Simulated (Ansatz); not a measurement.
# WS2: an axial (c/a) deformation path

The task here is to estimate one member of a computed series from the others.

Program: Ansatz 0.2.0. Level of theory: DFT r2SCAN, scalar-relativistic, plane waves, PAW. These are calculated values, not measurements.

1 further run of the same task is left out (set aside as unsound or not needed).

## Starting point

Symmetry: R3m, No. 160, trigonal system. Conventional cell: a = 3.158 Å, b = 3.158 Å, c = 18.490 Å, α = 90.00°, β = 90.00°, γ = 120.00°. W (site symmetry 3m) has 6 S at 2.39 to 2.42 Å as nearest neighbours. S (site symmetry 3m) is surrounded by 3 W at 2.39 Å. S (site symmetry 3m) is surrounded by 3 W at 2.42 Å.

Coordinates:

```
CELL_PARAMETERS angstrom
1.57900 0.91164 6.16333
-1.57900 0.91164 6.16333
0.00000 -1.82327 6.16333
ATOMIC_POSITIONS crystal
W 0.00000 0.00000 0.00000
S 0.75030 0.75030 0.75030
S 0.58100 0.58100 0.58100
```

The cell is taken as given, not relaxed at this level.

The first run:

Input file input.yaml:

```yaml
crystal:
  lattice:
    - [1.5790003843, 0.9116362969, 6.16333]
    - [-1.5790003843, 0.9116362969, 6.16333]
    - [0.0, -1.8232725938, 6.16333]
  atoms:
    - { symbol: W, position: [0.0, 0.0, 0.0] }
    - { symbol: S, position: [0.7503, 0.7503, 0.7503] }
    - { symbol: S, position: [0.581, 0.581, 0.581] }
basis:
  ecutwfc: 500
kpoints:
  mp_grid: { grid: [12, 12, 12] }
hamiltonian:
  xc: r2scan
scf:
  occupations: { method: gaussian, width: 0.05 }
output:
  forces: true
  stress: true
  eigenvalues: true
```

Launch:

```bash
$ ansatz run input.yaml --threads 1 --pin off --max-ram 2560MiB --backend cpu --events-out ev --progress --plain --runs-dir out
```

Steps of the session up to this table: The undisturbed cell; At ρ = 0.850; Point ρ = 1.200; Point ρ = 0.920; At ρ = 1.100; Point ρ = 0.960; ρ = 1.050; Point ρ = 0.800; Point ρ = 1.300.

One of the session's tables, all rows but one given; the rest of the session is left out.

It belongs to the step «The scan collected». Collected from the runs (energy zero: the undisturbed cell):

| ρ | ΔE (meV/atom) | pressure (GPa) | gap on the mesh (eV) |
| --- | --- | --- | --- |
| 0.800 | 314.0 | 4.5 | 0.00 |
| 0.850 | 170.3 | 4.2 | 0.00 |
| 0.920 | 43.5 | 3.5 | 0.15 |
| 0.960 | ? | ? | ? |
| 1.000 | 0.0 | 2.6 | 1.13 |
| 1.050 | 21.9 | 2.2 | 1.30 |
| 1.100 | 77.2 | 1.9 | 1.40 |
| 1.200 | 276.2 | 2.1 | 1.06 |
| 1.300 | 575.2 | 3.1 | 0.11 |

Estimate the missing values for ρ = 0.960.

Worked estimate for «ΔE (meV/atom)». A straight line through the neighbours (0.920, 43.5) and (1.000, 0.0) gives 43.5 + (0.0 − 43.5) × (0.960 − 0.920) / (1.000 − 0.920) = 21.8; a parabola fitted to 4 rows on both sides gives 8.7.

The run gave: ΔE (meV/atom): 8.9; pressure (GPa): 3.0; gap on the mesh (eV): 0.70. In «ΔE (meV/atom)» the line misses by +12.9 and the parabola by -0.2.

Where the gap reads zero, the mesh chosen for the insulator is on the coarse side.
